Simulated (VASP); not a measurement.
# Fe: single point with BLYP

Crystal: Fe.

```
CELL_PARAMETERS angstrom
0.00000 2.53595 2.53595
2.53595 0.00000 2.53595
2.53595 2.53595 0.00000
ATOMIC_POSITIONS crystal
Fe 0.12500 0.12500 0.12500
Fe 0.87500 0.87500 0.87500
```

This isn't the form of Fe at room conditions, which is bcc.

- Program: VASP 6.6.1
- Task: single point
- Functional: BLYP
- Potentials or basis: VASP PAW PBE potentials, release 64 (Fe)
- Cutoff: 520 eV
- k mesh: 12 × 12 × 12
- Occupations: fermi-dirac, width 0.1 eV
- Spin: no spin polarisation
- Dipole correction: no
- Further INCAR settings: ALGO = Normal; EDIFF = 1e-07; NBANDS = 15

```yaml
Pressure: -9.3 GPa
Band_gap_on_the_k_mesh: none (metal or under the smearing width)
```

Levels at points of the mesh, in eV from the Fermi level:
| k point | band 6 | band 7 | band 8 | band 9 | band 10 | band 11 |
| --- | --- | --- | --- | --- | --- | --- |
| (0.00, 0.00, 0.00) | -2.14 | -0.36 | -0.36 | -0.36 | 1.01 | 1.01 |
| (0.50, 0.00, 0.00) | -2.14 | -0.81 | 0.12 | 0.12 | 0.80 | 0.80 |
| (0.50, 0.50, 0.00) | -1.33 | -0.63 | -0.63 | 0.98 | 0.98 | 2.45 |

It took 47 s on 1 thread of Intel(R) Xeon(R) Platinum 8375C CPU @ 2.90GHz (Ice Lake), on a shared host, peak memory 0.17 GiB.

Caveat: the PAW data sets were made with another functional, which shifts forces and pressure a little; the run has no spin polarisation, though such a crystal can be magnetic. Spin polarisation is off, so any magnetic state and its effect on volume and gap are missing.
